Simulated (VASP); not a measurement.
# CdS (F-43m) in VASP: settings compared

Aim: see how the results for CdS move with the level of theory and the settings. Levels: PBEsol, RPBE. Tasks: relaxation of cell and atoms, single point.

All numbers are computed with VASP 6.6.1; they aren't measurements. Logs are shortened: lines on timing, memory, paths and dates and some standing lists are left out, and cuts for length are marked.

## Step 1: Starting point

Symmetry: F-43m, No. 216, cubic system. The conventional cell has a = 5.886 Å, b = 5.886 Å, c = 5.886 Å, α = 90.00°, β = 90.00°, γ = 90.00°. Around Cd (site symmetry -43m) lie 4 S at 2.55 Å. Around S (site symmetry -43m) lie 4 Cd at 2.55 Å.

The cell is a database's computed one.

## Step 2: Relaxation of cell and atoms, PBEsol

File INCAR:

```
SYSTEM = CdS
PREC = Accurate ; ENCUT = 300
EDIFF = 1E-7 ; ISMEAR = 0
SIGMA = 0.02 ; LREAL = .False.
LASPH = .True. ; NELM = 60
ALGO = Normal ; ISIF = 3
LWAVE = .False. ; LCHARG = .False.
GGA = PS ; IBRION = 2
NSW = 90 ; EDIFFG = -0.005
```

File KPOINTS:

```
Automatic mesh
0
Gamma
  8 8 8
  0 0 0
```

File POSCAR:

```
CdS
1.0
    0.0000000000      2.9429534600      2.9429534600
    2.9429534600      0.0000000000      2.9429534600
    2.9429534600      2.9429534600      0.0000000000
Cd S
1 1
Direct
    0.0000000000      0.0000000000      0.0000000000
    0.7500000000      0.7500000000      0.7500000000
```

Potentials or basis: VASP PAW PBE potentials, release 64 (Cd, S).

Launch:

```bash
> cat potpaw_PBE.64/Cd/POTCAR potpaw_PBE.64/S/POTCAR > POTCAR
> mpirun -np 1 vasp_std > vasp.out
```

OUTCAR:

```text
SYSTEM = CdS
   PREC = Accurate
   ENCUT = 300
   EDIFF = 1E-7
   ISMEAR = 0
   LREAL = .False.
   LASPH = .True.
   NELM = 60
   ISIF = 3
   GGA = PS
   IBRION = 2
   NSW = 90
   EDIFFG = -0.005

 ion  position               nearest neighbor table
   1  0.000  0.000  0.000-   2 2.55   2 2.55   2 2.55   2 2.55
   2  0.750  0.750  0.750-   1 2.55   1 2.55   1 2.55   1 2.55

  LATTYP: Found a face centered cubic cell.
 ALAT       =     5.8859069200

  Lattice vectors:

 A1 = (   0.0000000000,   2.9429534600,   2.9429534600)
 A2 = (   2.9429534600,   0.0000000000,   2.9429534600)
 A3 = (   2.9429534600,   2.9429534600,   0.0000000000)

Analysis of symmetry for initial positions (statically):
=====================================================================
 Subroutine PRICEL returns:
 Original cell was already a primitive cell.

 Routine SETGRP: Setting up the symmetry group for a
 face centered cubic supercell.

 Subroutine GETGRP returns: Found 24 space group operations
 (whereof 24 operations were pure point group operations)
 out of a pool of 48 trial point group operations.

The static configuration has the point symmetry T_d .

Analysis of symmetry for dynamics (positions and initial velocities):
=====================================================================
 Subroutine PRICEL returns:
 Original cell was already a primitive cell.

 Routine SETGRP: Setting up the symmetry group for a
 face centered cubic supercell.

 Subroutine GETGRP returns: Found 24 space group operations
 (whereof 24 operations were pure point group operations)
 out of a pool of 48 trial point group operations.

The dynamic configuration has the point symmetry T_d .

 Subroutine INISYM returns: Found 24 space group operations
 (whereof 24 operations are pure point group operations),
 and found     1 'primitive' translations

----------------------------------------------------------------------------------------

                                     Primitive cell

  volume of cell :      50.9777

  direct lattice vectors                    reciprocal lattice vectors
     0.000000000  2.942953460  2.942953460    -0.169897352  0.169897352  0.169897352
     2.942953460  0.000000000  2.942953460     0.169897352 -0.169897352  0.169897352
     2.942953460  2.942953460  0.000000000     0.169897352  0.169897352 -0.169897352

[... 104 lines left out ...]
  volume/ion in A,a.u.               =      25.49       172.01
  Fermi-wavevector in a.u.,A,eV,Ry     =   1.157104  2.186609 18.216690  1.338889
  Thomas-Fermi vector in A             =   2.293718
   LORBIT       =      0    0 simple, 1 ext, 2 COOP (PROOUT), +10 PAW based schemes
   GGA     = PS    functional components
   LHFCALC =     F    Hartree Fock is set to
   AEXX    =    0.0000 exact exchange contribution
   IVDW    =     0    specifies the selected vdW correction
   LEPSILON=     F    determine dielectric tensor
   LRPA    =     F    only Hartree local field effects (RPA)
 conjugate gradient relaxation of ions
 non-spin polarized calculation
 Gauss-broadening in eV      SIGMA  =   0.02
  energy-cutoff  :      300.00
  volume of cell :       50.98
 maximum number of plane-waves:       620
   NGX = 11   NGY = 11   NGZ = 11

--------------------------------------- Ionic step        1  -------------------------------------------

 number of electron      18.0000021 magnetization

 Free energy of the ion-electron system (eV)
  ---------------------------------------------------
  ext. energy  EPLUGINS =         0.00000000
  ---------------------------------------------------
  free energy    TOTEN  =        -6.80411092 eV

  energy without entropy =       -6.80411092  energy(sigma->0) =       -6.80411092

------------------------ aborting loop because EDIFF is reached ----------------------------------------

  FORCE on cell =-STRESS in cart. coord.  units (eV):
  Direction    XX          YY          ZZ          XY          YZ          ZX
  --------------------------------------------------------------------------------------
  -------------------------------------------------------------------------------------
  Total       -0.5062598     -0.5062598     -0.5062598     -0.0000000     -0.0000000     -0.0000000
  in kB      -15.9112346    -15.9112346    -15.9112346     -0.0000000     -0.0000000     -0.0000000
  external PRESSURE =     -15.9112346 kB  Pullay stress =       0.0000000 kB
[... 59 lines left out ...]
--------------------------------------- Ionic step        3  -------------------------------------------

 number of electron      18.0000025 magnetization

 Free energy of the ion-electron system (eV)
  ---------------------------------------------------
  ext. energy  EPLUGINS =         0.00000000
  ---------------------------------------------------
  free energy    TOTEN  =        -6.81097361 eV

  energy without entropy =       -6.81097361  energy(sigma->0) =       -6.81097361

 E-fermi :   1.3039     XC(G=0):  -9.3784

 val. band max:        1.2143368345   @ k =   0.0000   0.0000   0.0000
 cond. band min:       2.2150767593   @ k =   0.0000   0.0000   0.0000
 fundamental gap:      1.0007399248
 Fermi energy:         1.3039047342

 k-point     1 :       0.0000    0.0000    0.0000
  band No.  band energies     occupation
      1     -11.1744      2.00000
      2      -6.4967      2.00000
      3      -6.4967      2.00000
      4      -6.4967      2.00000
      5      -6.0062      2.00000
      6      -6.0062      2.00000
      7       1.2143      2.00000
      8       1.2143      2.00000
      9       1.2143      2.00000
     10       2.2151      0.00000
     11       7.6585      0.00000
     12       7.6585      0.00000
     13       7.6585      0.00000
[... 354 lines left out ...]
  band No.  band energies     occupation
      1     -10.6677      2.00000
      2      -6.3311      2.00000
      3      -6.2913      2.00000
      4      -6.0345      2.00000
      5      -5.9797      2.00000
      6      -5.5107      2.00000
      7      -2.9755      2.00000
      8      -0.7641      2.00000
      9      -0.0305      2.00000
     10       5.4991      0.00000
     11       6.9032      0.00000
     12       8.3336      0.00000
     13       9.4788      0.00000

 [... further k-points ...]

------------------------ aborting loop because EDIFF is reached ----------------------------------------

  FORCE on cell =-STRESS in cart. coord.  units (eV):
  Direction    XX          YY          ZZ          XY          YZ          ZX
  --------------------------------------------------------------------------------------
  -------------------------------------------------------------------------------------
  Total        0.0005906      0.0005906      0.0005906      0.0000000      0.0000000     -0.0000000
  in kB        0.0190667      0.0190667      0.0190667      0.0000000      0.0000000     -0.0000000
  external PRESSURE =       0.0190667 kB  Pullay stress =       0.0000000 kB
[... 17 lines left out ...]
  FREE ENERGIE OF THE ION-ELECTRON SYSTEM (eV)
  ---------------------------------------------------
  free  energy   TOTEN  =        -6.8109736055 eV

  energy  without entropy=       -6.8109736055  energy(sigma->0) =       -6.81097361

 reached required accuracy - stopping structural energy minimisation
```

CONTCAR:

```text
CdS
   1.00000000000000
    -0.0000000000000000    2.9167171007231851    2.9167171007231851
     2.9167171007231851    0.0000000000000000    2.9167171007231851
     2.9167171007231851    2.9167171007231851    0.0000000000000000
  Cd              S
     1     1
Direct
     0.0000000000000000    0.0000000000000000    0.0000000000000000
     0.7500000000000000    0.7500000000000000    0.7500000000000000

  0.00000000E+00  0.00000000E+00  0.00000000E+00
  0.00000000E+00  0.00000000E+00  0.00000000E+00
```

Run time: 14 s. Hardware: 1 thread of AMD EPYC 9R45 (Zen 5), shared host; peak memory 0.1 GiB.

These settings aren't checked as converged: the numbers below hold their error.

What came out:

```
Free energy                            : -6.8110 eV
Relaxed volume                         : 24.81 Å³/atom
Relaxed cell                           : a = 4.125 Å, b = 4.125 Å, c = 4.125 Å, α = 60.00°, β = 60.00°, γ = 60.00°
Space group after relaxing (to 0.05 Å) : F-43m (No. 216)
Energy gained by relaxing              : 3.4 meV/atom
Ionic steps                            : 3
Band gap on the k mesh                 : 1.00 eV, direct
```

Caveat: the cutoff is under 1.25 times the usual one of these potentials, so pressure, stress and relaxed cells hold a basis-set (Pulay) error; the PAW data sets were made with another functional, which shifts forces and pressure a little.

[end of part 1 of 2]
